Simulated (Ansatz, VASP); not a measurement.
Two plane-wave programs on Pb

```
Pb
1.0
     3.48000    0.00000    0.00000
    -1.74000    3.01377    0.00000
     0.00000    0.00000    5.59000
Pb
2
Direct
  0.33333 0.66667 0.25000
  0.66667 0.33333 0.75000
```

This isn't the form of Pb at room conditions, which is fcc.

Alike in both runs: task single point; functional PBE; dispersion D3(BJ); k mesh 6 × 6 × 4; occupations gaussian, width 0.1 eV; no spin polarisation.

```csv
,VASP,Ansatz
version,VASP 6.6.1,Ansatz 0.2.0
potentials or method,"VASP PAW PBE potentials, release 64 (Pb_d)","scalar-relativistic, plane waves, PAW"
plane-wave cutoff (eV),520,420
valence electrons in the cell,28,28
```

Ansatz gave:

```
gap on the k mesh at the Fermi level (eV)       : none
pressure (GPa)                                  : 2.2
largest component of the traceless stress (GPa) : 1.18
```

What did VASP give for the same quantities?

gap on the k mesh at the Fermi level (eV): none; pressure (GPa): 2.1; largest component of the traceless stress (GPa): 1.17.

A gap of «none» marks a metal or a gap that the smearing closes.

Caveats: pairwise dispersion overbinds metals, which lowers pressure and volume. The runs have no spin-orbit coupling, so splittings on Pb are missing.
